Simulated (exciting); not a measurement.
# Pb (P6_3/mmc) in exciting: equation of state

How stiff is Pb in PBEsol, and what volume does it want? The cell is scaled to several volumes.

All numbers are computed with exciting (release sodium); they aren't measurements. Logs are shortened: lines on timing, memory, paths and dates and some standing lists are left out, and cuts for length are marked.

### 1 The crystal as given

The structure is hexagonal, space group P6_3/mmc (No. 194). Conventional cell: a = 3.480 Å, b = 3.480 Å, c = 5.590 Å, α = 90.00°, β = 90.00°, γ = 120.00°. Pb (site symmetry -6m2) has 12 Pb at 3.44 to 3.48 Å as nearest neighbours.

This isn't the form of Pb at room conditions, which is fcc.

### 2 Equation of state, PBEsol, 27.55 Å³/atom (volume scaled by 0.94)

input.xml reads:

```xml
<input>
  <title>Pb</title>
  <structure speciespath="./" tshift="false">
    <crystal scale="1">
      <basevect>6.442000124085 0.000000000000 0.000000000000</basevect>
      <basevect>-3.221000062137 5.578935758708 0.000000000000</basevect>
      <basevect>0.000000000000 0.000000000000 10.347925486730</basevect>
    </crystal>
    <species speciesfile="Pb.xml" rmt="2.3">
      <atom coord="0.666666666700 0.333333333300 0.750000000000"/>
      <atom coord="0.333333333300 0.666666666700 0.250000000000"/>
    </species>
  </structure>
  <groundstate do="fromscratch" ngridk="9 9 5" rgkmax="9" gmaxvr="14" lmaxapw="10" lmaxmat="10" lmaxvr="8" xctype="GGA_PBE_SOL" stype="Fermi Dirac" swidth="0.00183747" nempty="10" ValenceRelativity="iora*" epsengy="1e-05" epspot="1e-05" maxscl="60" outputlevel="normal"/>
</input>
```

Potentials or basis: all-electron LAPW+lo, shipped species files, valence relativity iora*.

Started as:

```console
$ OMP_NUM_THREADS=1 exciting_smp
```

INFO.OUT:

```text
================================================================================
EXCITING SODIUM started
[... 10 lines left out ...]

 Lattice vectors (cartesian) :
      6.4420001241      0.0000000000      0.0000000000
     -3.2210000621      5.5789357587      0.0000000000
      0.0000000000      0.0000000000     10.3479254867

 Reciprocal lattice vectors (cartesian) :
      0.9753469708      0.5631168362     -0.0000000000
      0.0000000000      1.1262336723      0.0000000000
      0.0000000000     -0.0000000000      0.6071927475

 Unit cell volume                           :     371.8993182163
 Brillouin zone volume                      :       0.6669821677

 Species :    1 (Pb)
     parameters loaded from                 :    Pb.xml
     name                                   :    lead
     nuclear charge                         :     -82.00000000
     electronic charge                      :      82.00000000
     atomic mass                            :  377702.49410000
     muffin-tin radius                      :       2.30000000
     # of radial points in muffin-tin       :     450

     atomic positions (lattice) :
       1 :   0.66666667  0.33333333  0.75000000
       2 :   0.33333333  0.66666667  0.25000000

 Total number of atoms per unit cell        :       2

 Spin treatment                             :    spin-unpolarised

 Number of Bravais lattice symmetries       :      24
 Number of crystal symmetries               :      12

 k-point grid                               :       9    9    5
 Total number of k-points                   :      50
 k-point set is reduced with crystal symmetries

 R^MT_min * |G+k|_max (rgkmax)              :       9.00000000
 Species with R^MT_min                      :       1 (Pb)
 Maximum |G+k| for APW functions            :       3.91304348
 Maximum |G| for potential and density      :      14.00000000

 G-vector grid sizes                        :      30    30    48
 Total number of G-vectors                  :   17261

 Maximum angular momentum used for
     APW functions                          :      10
     computing H and O matrix elements      :      10
     potential and density                  :       8
     inner part of muffin-tin               :       2

 Total nuclear charge                       :    -164.00000000
 Total electronic charge                    :     164.00000000
 Total core charge                          :     136.00000000
 Total valence charge                       :      28.00000000

 Number of empty states                     :      10
 Total number of valence states             :      25

 Maximum Hamiltonian size                   :     412
 Maximum number of plane-waves              :     384
 Total number of local-orbitals             :      28

 Exchange-correlation type                  :      22
     PBEsol, Phys. Rev. Lett. 100, 136406 (2008)
     Generalised gradient approximation (GGA)

[... 20 lines left out ...]
+ SCF iteration number :    1                                                  +
++++++++++++++++++++++++++++++++++++++++++++++++++++++++++++++++++++++++++++++++
 Total energy                               :    -41834.47691468
 _______________________________________________________________
 Fermi energy                               :         0.32555752
 Kinetic energy                             :     48730.75085944
 Coulomb energy                             :    -89795.94547424
 Exchange energy                            :      -757.95557020
 Correlation energy                         :       -11.32672968

 DOS at Fermi energy (states/Ha/cell)       :        25.08106992

 Electron charges :
     core                                   :       136.00000000
     core leakage                           :         0.02529106
     valence                                :        28.00000000
     interstitial                           :         5.87133368
     charge in muffin-tin spheres :
                  atom     1    Pb          :        79.06433316
                  atom     2    Pb          :        79.06433316
     total charge in muffin-tins            :       158.12866632
     total charge                           :       164.00000000

++++++++++++++++++++++++++++++++++++++++++++++++++++++++++++++++++++++++++++++++
+ SCF iteration number :    2                                                  +
++++++++++++++++++++++++++++++++++++++++++++++++++++++++++++++++++++++++++++++++
 Total energy                               :    -41840.22956911
 _______________________________________________________________
 Fermi energy                               :         0.32036324
 Kinetic energy                             :     48726.77007483
 Coulomb energy                             :    -89797.64122083
 Exchange energy                            :      -758.03080963
 Correlation energy                         :       -11.32761348

 DOS at Fermi energy (states/Ha/cell)       :        25.32663658

 Electron charges :
     core                                   :       136.00000000
     core leakage                           :         0.02503207
     valence                                :        28.00000000
     interstitial                           :         5.84344241
     charge in muffin-tin spheres :
                  atom     1    Pb          :        79.07827879
                  atom     2    Pb          :        79.07827879
     total charge in muffin-tins            :       158.15655759
     total charge                           :       164.00000000

 RMS change in effective potential (target) :  0.523517E-01  ( 0.100000E-04)
 Absolute change in total energy   (target) :   5.75265      ( 0.100000E-04)
 Charge distance                   (target) :  0.486442E-03  ( 0.100000E-04)

++++++++++++++++++++++++++++++++++++++++++++++++++++++++++++++++++++++++++++++++
+ SCF iteration number :    3                                                  +
++++++++++++++++++++++++++++++++++++++++++++++++++++++++++++++++++++++++++++++++
 Total energy                               :    -41843.15165283
 _______________________________________________________________
 Fermi energy                               :         0.31622838
 Kinetic energy                             :     48724.49676814
 Coulomb energy                             :    -89798.25598236
 Exchange energy                            :      -758.06439693
 Correlation energy                         :       -11.32804168

 DOS at Fermi energy (states/Ha/cell)       :        25.58091069

 Electron charges :
     core                                   :       136.00000000
     core leakage                           :         0.02489085
     valence                                :        28.00000000
     interstitial                           :         5.82750929
     charge in muffin-tin spheres :
                  atom     1    Pb          :        79.08624536
                  atom     2    Pb          :        79.08624536
     total charge in muffin-tins            :       158.17249071
     total charge                           :       164.00000000
[... 240 lines left out ...]
 DOS at Fermi energy (states/Ha/cell)       :        26.18491464

 Electron charges :
     core                                   :       136.00000000
     core leakage                           :         0.02473850
     valence                                :        28.00000000
     interstitial                           :         5.80951017
     charge in muffin-tin spheres :
                  atom     1    Pb          :        79.09524491
                  atom     2    Pb          :        79.09524491
     total charge in muffin-tins            :       158.19048983
     total charge                           :       164.00000000

 RMS change in effective potential (target) :  0.376965E-08  ( 0.100000E-04)
 Absolute change in total energy   (target) :  0.348080E-05  ( 0.100000E-04)
 Charge distance                   (target) :  0.529699E-09  ( 0.100000E-04)

++++++++++++++++++++++++++++++++++++++++++++++++++++++++++++++++++++++++++++++++
+ SCF iteration number :   13                                                  +
++++++++++++++++++++++++++++++++++++++++++++++++++++++++++++++++++++++++++++++++
 Total energy                               :    -41846.11057834
 _______________________________________________________________
 Fermi energy                               :         0.30535341
 Kinetic energy                             :     48721.41887228
 Coulomb energy                             :    -89798.12105369
 Exchange energy                            :      -758.08009538
 Correlation energy                         :       -11.32830155

 DOS at Fermi energy (states/Ha/cell)       :        26.18491553

 Electron charges :
     core                                   :       136.00000000
     core leakage                           :         0.02473850
     valence                                :        28.00000000
     interstitial                           :         5.80951017
     charge in muffin-tin spheres :
                  atom     1    Pb          :        79.09524492
                  atom     2    Pb          :        79.09524492
     total charge in muffin-tins            :       158.19048983
     total charge                           :       164.00000000

 RMS change in effective potential (target) :  0.505780E-08  ( 0.100000E-04)
 Absolute change in total energy   (target) :  0.568019E-06  ( 0.100000E-04)
 Charge distance                   (target) :  0.232305E-09  ( 0.100000E-04)

++++++++++++++++++++++++++++++++++++++++++++++++++++++++++++++++++++++++++++++++
| Convergency criteria checked for the last 2 iterations                       +
| Convergence targets achieved. Performing final SCF iteration                 +
++++++++++++++++++++++++++++++++++++++++++++++++++++++++++++++++++++++++++++++++
 Total energy                               :    -41846.11057939
 _______________________________________________________________
 Fermi energy                               :         0.30535341
 Kinetic energy                             :     48721.41887203
 Coulomb energy                             :    -89798.12105445
 Exchange energy                            :      -758.08009542
 Correlation energy                         :       -11.32830155

 DOS at Fermi energy (states/Ha/cell)       :        26.18491359

 Electron charges :
     core                                   :       136.00000000
     core leakage                           :         0.02473850
     valence                                :        28.00000000
     interstitial                           :         5.80951017
     charge in muffin-tin spheres :
                  atom     1    Pb          :        79.09524491
                  atom     2    Pb          :        79.09524491
     total charge in muffin-tins            :       158.19048983
     total charge                           :       164.00000000

++++++++++++++++++++++++++++++++++++++++++++++++++++++++++++++++++++++++++++++++
[... 12 lines left out ...]
| EXCITING SODIUM stopped                                                      =
================================================================================
```

Wall time 2.8 min (1 thread of Arm Neoverse V1, shared host); peak memory 0.14 GiB.

What came out:

| Quantity | Value |
| --- | --- |
| Free energy | -1138690.6864 eV |
| Band gap on the k mesh | none (metal or under the smearing width) |
| All electrons inside the program's atomic spheres | Pb 79.10 (radii Pb 2.3 bohr) |

Caveat: the log's total energy holds no entropy term; the free energy is that total less TS from the occupations.

### 3 Equation of state, PBEsol, 28.14 Å³/atom (volume scaled by 0.96)

Edit input.xml of step 2 so:

```diff
@@ -4,5 +4,5 @@
     <crystal scale="1">
-      <basevect>6.442000124085 0.000000000000 0.000000000000</basevect>
-      <basevect>-3.221000062137 5.578935758708 0.000000000000</basevect>
-      <basevect>0.000000000000 0.000000000000 10.347925486730</basevect>
+      <basevect>6.487367816996 0.000000000000 0.000000000000</basevect>
+      <basevect>-3.243683908404 5.618225333299 0.000000000000</basevect>
+      <basevect>0.000000000000 0.000000000000 10.420800602486</basevect>
     </crystal>
```

Potentials or basis: all-electron LAPW+lo, shipped species files, valence relativity iora*.

Started as:

```console
$ OMP_NUM_THREADS=1 exciting_smp
```

Wall time 3.2 min (1 thread of Arm Neoverse V1, shared host); peak memory 0.14 GiB.

The run converged. Its results:

* Free energy: -1138690.7165 eV
* Band gap on the k mesh: none (metal or under the smearing width)
* All electrons inside the program's atomic spheres: Pb 79.09 (radii Pb 2.3 bohr)

Caveat: the log's total energy holds no entropy term; the free energy is that total less TS from the occupations.

### 4 Equation of state, PBEsol, 28.73 Å³/atom (volume scaled by 0.98)

Edit input.xml of step 3 so:

```diff
@@ -4,5 +4,5 @@
     <crystal scale="1">
-      <basevect>6.487367816996 0.000000000000 0.000000000000</basevect>
-      <basevect>-3.243683908404 5.618225333299 0.000000000000</basevect>
-      <basevect>0.000000000000 0.000000000000 10.420800602486</basevect>
+      <basevect>6.532109698567 0.000000000000 0.000000000000</basevect>
+      <basevect>-3.266054849283 5.656972939163 0.000000000000</basevect>
+      <basevect>0.000000000000 0.000000000000 10.492670463879</basevect>
     </crystal>
```

Started as:

```console
$ OMP_NUM_THREADS=1 exciting_smp
```

It took 3.5 min on 1 thread of Arm Neoverse V1, shared host; peak memory 0.14 GiB.

Results (log left out):

* Free energy: -1138690.7365 eV
* Band gap on the k mesh: none (metal or under the smearing width)
* All electrons inside the program's atomic spheres: Pb 79.08 (radii Pb 2.3 bohr)

Caveat: the log's total energy holds no entropy term; the free energy is that total less TS from the occupations.

### 5 Equation of state, PBEsol, 29.31 Å³/atom

Edit input.xml of step 4 so:

```diff
@@ -4,5 +4,5 @@
     <crystal scale="1">
-      <basevect>6.532109698567 0.000000000000 0.000000000000</basevect>
-      <basevect>-3.266054849283 5.656972939163 0.000000000000</basevect>
-      <basevect>0.000000000000 0.000000000000 10.492670463879</basevect>
+      <basevect>6.576246913698 0.000000000000 0.000000000000</basevect>
+      <basevect>-3.288123456849 5.695196888878 0.000000000000</basevect>
+      <basevect>0.000000000000 0.000000000000 10.563569036658</basevect>
     </crystal>
```

Started as:

```console
$ OMP_NUM_THREADS=1 exciting_smp
```

Wall time 3.3 min (1 thread of Arm Neoverse V1, shared host); peak memory 0.15 GiB.

Results (log left out):

```
Free energy                                       : -1138690.7487 eV
Band gap on the k mesh                            : none (metal or under the smearing width)
All electrons inside the program's atomic spheres : Pb 79.08 (radii Pb 2.3 bohr)
```

Caveat: the log's total energy holds no entropy term; the free energy is that total less TS from the occupations.

### 6 Equation of state, PBEsol, 29.90 Å³/atom (volume scaled by 1.02)

Edit input.xml of step 5 so:

```diff
@@ -4,5 +4,5 @@
     <crystal scale="1">
-      <basevect>6.576246913698 0.000000000000 0.000000000000</basevect>
-      <basevect>-3.288123456849 5.695196888878 0.000000000000</basevect>
-      <basevect>0.000000000000 0.000000000000 10.563569036658</basevect>
+      <basevect>6.619799487061 0.000000000000 0.000000000000</basevect>
+      <basevect>-3.309899743436 5.732914523706 0.000000000000</basevect>
+      <basevect>0.000000000000 0.000000000000 10.633528486229</basevect>
     </crystal>
```

Potentials or basis: all-electron LAPW+lo, shipped species files, valence relativity iora*.

Started as:

```console
$ OMP_NUM_THREADS=1 exciting_smp
```

Run time: 3.3 min. Hardware: 1 thread of Arm Neoverse V1, shared host; peak memory 0.15 GiB.

Results (log left out):

* Free energy: -1138690.7529 eV
* Band gap on the k mesh: none (metal or under the smearing width)
* All electrons inside the program's atomic spheres: Pb 79.07 (radii Pb 2.3 bohr)

Caveat: the log's total energy holds no entropy term; the free energy is that total less TS from the occupations.

### 7 Equation of state, PBEsol, 30.49 Å³/atom (volume scaled by 1.04)

Edit input.xml of step 6 so:

```diff
@@ -4,5 +4,5 @@
     <crystal scale="1">
-      <basevect>6.619799487061 0.000000000000 0.000000000000</basevect>
-      <basevect>-3.309899743436 5.732914523706 0.000000000000</basevect>
-      <basevect>0.000000000000 0.000000000000 10.633528486229</basevect>
+      <basevect>6.662786402467 0.000000000000 0.000000000000</basevect>
+      <basevect>-3.331393201139 5.770142284641 0.000000000000</basevect>
+      <basevect>0.000000000000 0.000000000000 10.702579307479</basevect>
     </crystal>
```

Started as:

```console
$ OMP_NUM_THREADS=1 exciting_smp
```

Wall time 3.4 min (1 thread of Arm Neoverse V1, shared host); peak memory 0.15 GiB.

Results (log left out):

```yaml
Free_energy: -1138690.7508 eV
Band_gap_on_the_k_mesh: none (metal or under the smearing width)
All_electrons_inside_the_program's_atomic_spheres: Pb 79.07 (radii Pb 2.3 bohr)
```

Caveat: the log's total energy holds no entropy term; the free energy is that total less TS from the occupations.

### 8 Equation of state, PBEsol, 31.07 Å³/atom (volume scaled by 1.06)

Edit input.xml of step 7 so:

```diff
@@ -4,5 +4,5 @@
     <crystal scale="1">
-      <basevect>6.662786402467 0.000000000000 0.000000000000</basevect>
-      <basevect>-3.331393201139 5.770142284641 0.000000000000</basevect>
-      <basevect>0.000000000000 0.000000000000 10.702579307479</basevect>
+      <basevect>6.705225676565 0.000000000000 0.000000000000</basevect>
+      <basevect>-3.352612838283 5.806895774208 0.000000000000</basevect>
+      <basevect>0.000000000000 0.000000000000 10.770750440243</basevect>
     </crystal>
```

Started as:

```console
$ OMP_NUM_THREADS=1 exciting_smp
```

Wall time 3.3 min (1 thread of Arm Neoverse V1, shared host); peak memory 0.15 GiB.

It converged, with:

| Quantity | Value |
| --- | --- |
| Free energy | -1138690.7431 eV |
| Band gap on the k mesh | none (metal or under the smearing width) |
| All electrons inside the program's atomic spheres | Pb 79.06 (radii Pb 2.3 bohr) |

Caveat: the log's total energy holds no entropy term; the free energy is that total less TS from the occupations.

### 9 Equation of state, PBEsol

Potentials or basis: all-electron LAPW+lo, shipped species files, valence relativity iora*.

No new run: the results of the series are fitted here.

What came out:

```yaml
Equilibrium_volume: 29.99 Å³/atom
Bulk_modulus_at_fixed_shape_and_positions: 44 GPa
Pressure_derivative_of_the_bulk_modulus: "6.0 (rough: it moves with the points fitted)"
```

Energy against volume, from the lowest point:
```
volume (Å³/atom)  energy (meV/atom)
          27.555              33.25
          28.141              18.17
          28.727               8.19
          29.314               2.11
          29.900               0.00
          30.486               1.02
          31.073               4.88
```

Caveat: the cell was scaled at fixed shape and fractional positions, which overstates the stiffness of a crystal with free parameters, most of all of layers and chains. Spin-orbit coupling is left out, which matters for the levels of Pb.
